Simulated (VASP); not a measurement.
# V: intraband terms of a metal's spectrum

V, P6_3/mmc (no. 194), 2 atoms in the cell. PBE, independent-particle dielectric function; PAW potentials V_sv (PBE set).

## Input

INCAR.step1:
```
SYSTEM = V
PREC = Accurate
ENCUT = 310
ISMEAR = 1
SIGMA = 0.1
EDIFF = 1E-7
LASPH = .True.
KPAR = 4
LWAVE = .False.
LCHARG = .True.
ISPIN = 2
MAGMOM = 2 2
LMAXMIX = 4
```

INCAR.step2:
```
SYSTEM = V
PREC = Accurate
ENCUT = 310
ISMEAR = 0
SIGMA = 0.3
EDIFF = 1E-6
LASPH = .True.
KPAR = 4
LWAVE = .True.
LCHARG = .False.
ISPIN = 2
MAGMOM = 2 2
LMAXMIX = 4
ICHARG = 11
NBANDS = 31
NEDOS = 3000
OMEGAMAX = 30
CSHIFT = 0.1
```

INCAR.step3, as INCAR.step2 but for:
```
- LWAVE = .True.
+ LWAVE = .False.
+ LOPTICS = .True.
+ ALGO = None
+ NELM = 1
+ ISTART = 1
```

INCAR.step4, as INCAR.step3 but for:
```
+ WPLASMAI = 0.03
```

INCAR.step5 to INCAR.step6 change the same tag again: WPLASMAI = 0.1, 0.3.

INCAR.step7, as INCAR.step6 but for:
```
- WPLASMAI = 0.3
+ RTIME = 20
```

INCAR.step8, as INCAR.step7 but for:
```
- RTIME = 20
+ RTIME = 5
```

INCAR.step9, as INCAR.step8 but for:
```
- RTIME = 5
+ LNABLA = .True.
```

INCAR.step10, as INCAR.step9 but for:
```
- ISMEAR = 0
- LNABLA = .True.
+ ISMEAR = -5
```

KPOINTS.step1:
```
k-points
0
Gamma
  12 12 6
```

KPOINTS.step2:
```
k-points
0
Gamma
  13 13 7
```

POSCAR:
```
V
1.0
    2.6042941027      0.0000000000      0.0000000000
   -1.3021470513      2.2553848518      0.0000000000
    0.0000000000      0.0000000000      4.7233360000
V
2
Direct
    0.3333333333      0.6666666667      0.2500000000
    0.6666666667      0.3333333333      0.7500000000
```

Commands (each step's output is kept before the next begins):
```
cat potpaw_PBE.64/V_sv/POTCAR > POTCAR
cp INCAR.step1 INCAR
cp KPOINTS.step1 KPOINTS
mpirun -np 4 vasp_std > vasp.out
cp INCAR.step2 INCAR
cp KPOINTS.step2 KPOINTS
mpirun -np 4 vasp_std > vasp.out
cp INCAR.step3 INCAR
mpirun -np 4 vasp_std > vasp.out
cp INCAR.step4 INCAR
mpirun -np 4 vasp_std > vasp.out
cp INCAR.step5 INCAR
mpirun -np 4 vasp_std > vasp.out
cp INCAR.step6 INCAR
mpirun -np 4 vasp_std > vasp.out
cp INCAR.step7 INCAR
mpirun -np 4 vasp_std > vasp.out
cp INCAR.step8 INCAR
mpirun -np 4 vasp_std > vasp.out
cp INCAR.step9 INCAR
mpirun -np 4 vasp_std > vasp.out
cp INCAR.step10 INCAR
mpirun -np 4 vasp_std > vasp.out
```

## Result

- Bands: 31

One ground state, settings moved in the last step alone:

| Settings | Plasma frequency (eV) | Im ε at 0.5 eV | Im ε at 1 eV | Im ε at 2 eV | Im ε at 4 eV | Time (s) |
|---|---|---|---|---|---|---|
| interband part alone | 6.12 | 65.7 | 47.3 | 27.1 | 15.3 | 12 |
| Drude term, WPLASMAI 0.03 | 6.12 | 74.7 | 48.4 | 27.3 | 15.3 | 11 |
| Drude term, WPLASMAI 0.1 | 6.12 | 94.5 | 51.0 | 27.6 | 15.3 | 11 |
| Drude term, WPLASMAI 0.3 | 6.12 | 131.8 | 57.6 | 28.5 | 15.5 | 10 |
| relaxation time RTIME 20 fs | 6.12 | 75.5 | 48.5 | 27.3 | 15.3 | 10 |
| relaxation time RTIME 5 fs | 6.12 | 102.6 | 52.1 | 27.7 | 15.4 | 13 |
| transversal form (LNABLA) | 5.03 | 48.6 | 35.3 | 20.8 | 11.5 | 9 |
| tetrahedron method | – | – | – | – | – | no result |

VASP 6.6.1 took 106 s on 4 cores (Intel Xeon Platinum 8259CL @ 2.50GHz (Skylake/Cascade Lake)), a shared host.
